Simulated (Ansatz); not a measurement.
# What DFT gives for Mn

```xyz
1
Lattice="-1.5088 1.5088 1.5088 1.5088 -1.5088 1.5088 1.5088 1.5088 -1.5088" Properties=species:S:1:pos:R:3 pbc="T T T"
Mn    0.0000    0.0000    0.0000
```

Level: PBE, no spin polarisation; 420 eV; 15×15×15 Γ-centred mesh; fermi-dirac occupations (width 0.1 eV); Ansatz 0.2.0, fixed geometry.

(1) What does the stress say?

(2) Describe some of the short contacts.

(3) What happens at the Fermi level?

Origin: a known structure type with other elements, at an estimated volume, so it need not be a known compound. Caveats: no spin polarisation, so a magnetic state may lie lower; atoms or cell far from equilibrium.

Answers

(1) The pressure is -38.4 GPa (compression positive), so with the atoms held at these fractions the cell would first shrink.

(2) Mn–Mn at 2.61 Å: least valence density 0.29 e/Å³ and ELF 0.31 there. Both are smooth PAW fields, read partly inside the augmentation spheres.

(3) It is a metal, with about 3 states/eV a cell as the mean within 0.25 eV of the Fermi level, mostly Mn d (99 %).
